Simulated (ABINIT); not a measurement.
Write the native input for ABINIT 10.8.3 (patched build) that does the following.

* Task: band structure
* Functional: HLE16
* Potentials or basis: JTH PAW PBE v2.0
* Cutoff: 408 eV
* k mesh: 9 × 9 × 2
* Occupations: fermi-dirac, width 0.05 eV
* Spin: no spin polarisation
* Fine-grid cutoff: 816.342 eV

The system is Te2Mo.

```xyz
6
Lattice="3.5182 0.0000 0.0000 -1.7591 3.0469 0.0000 0.0000 0.0000 13.9736" Properties=species:S:1:pos:R:3 pbc="T T T"
Te    1.7591    1.0156    5.2960
Te    0.0000    2.0312   12.2828
Te    1.7591    1.0156    1.6908
Te    0.0000    2.0312    8.6776
Mo    1.7591    1.0156   10.4802
Mo    0.0000    2.0312    3.4934
```

The input as run:

run.abi

```
ndtset 2

pp_dirpath "./"
pseudos "Te.GGA_PBE-JTH.xml, Mo.GGA_PBE-JTH.xml"

acell 3*1.0 Angstrom
rprim
     3.5182000000     0.0000000000     0.0000000000
    -1.7591000000     3.0468505756     0.0000000000
     0.0000000000     0.0000000000    13.9736000000
ntypat 2
znucl 52 42
natom 6
typat 1 1 1 1 2 2
xred
     0.6666666667     0.3333333333     0.3790000000
     0.3333333333     0.6666666667     0.8790000000
     0.6666666667     0.3333333333     0.1210000000
     0.3333333333     0.6666666667     0.6210000000
     0.6666666667     0.3333333333     0.7500000000
     0.3333333333     0.6666666667     0.2500000000

ecut 15.0
pawecutdg 30.0
pawxcdev 0

ixc -545

occopt 3
tsmear 0.05 eV

nstep 100

iomode 3
prtwf 0
prteig 0
prtebands 0
enunit 1
prtden1 1

kptopt1 1
ngkpt1 9 9 2
nshiftk1 1
shiftk1 0.0 0.0 0.0
nband1 32
tolvrs1 1.0e-9

iscf2 -2
getden2 1
nband2 38
nbdbuf2 4
tolwfr2 1.0e-11
kptopt2 -7
ndivsm2 6
prteig2 1
prtvol2 -3
kptbounds2
     0.0000000000     0.0000000000     0.0000000000
     0.5000000000     0.0000000000     0.0000000000
     0.3333333333     0.3333333333     0.0000000000
     0.0000000000     0.0000000000     0.0000000000
     0.0000000000     0.0000000000     0.5000000000
     0.5000000000     0.0000000000     0.5000000000
     0.3333333333     0.3333333333     0.5000000000
     0.0000000000     0.0000000000     0.5000000000
```

Potentials or basis: JTH PAW PBE v2.0.

Run with:

```sh
$ abinit run.abi > log 2>&1
```

Results of the run:

```json
{"Pressure": "-15.5 GPa", "Largest force": "2.745 eV/Å", "Band gap on the k mesh": "0.97 eV, direct", "Band gap along the path": "0.94 eV, indirect (least direct gap 0.97 eV)", "Valence electrons inside the program's atomic spheres": "Te 3.45, 3.44; Mo 11.51"}
```

Caveat: the potentials were made for a functional far from this one; so large a pressure means that the cell lies far from this level's equilibrium, or that cutoff or potentials fall short; the potentials were made for another functional, which shifts forces and pressure; spin-orbit coupling is left out, which moves the levels of the heavy elements.

It took 8.5 min on 1 thread of Arm Neoverse V2, with other jobs on the host, peak memory 0.4 GiB.
